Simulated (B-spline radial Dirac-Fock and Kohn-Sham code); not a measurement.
Level of theory: relaxed Dirac-Fock hole states (ΔSCF) with Breit and QED corrections and a finite nucleus; a B-spline atomic structure program. Correlation and solid-state effects are left out.

**Question.** Identify the element and charge state from the binding energies below (tabulated ground configuration; the least bound level is included).

```tsv
level	binding energy (eV)
2s	5482.1
3d3/2	712.2
3d5/2	699.6
4p1/2	191.8
4d5/2	89.09
5s	45.22
5p	30.84
```

**Answer.** Xe²⁺: Z = 54 with 52 electrons, [Kr] 4d10 5s2 5p4.

**Question.** Identify the element and charge state from the binding energies below (tabulated ground configuration; the least bound level is included).

```tsv
level	binding energy (eV)
L1	15610.9
L2	15075.9
L3	13719.5
M1	5905.9
M2	5682.6
M3	5345.9
M4,5	5013.8
```

**Answer.** W⁵³⁺: Z = 74 with 21 electrons, [Ar] 3d3.

Values without a named source are computed, but for edge energies of neutral atoms, which are taken from tables.
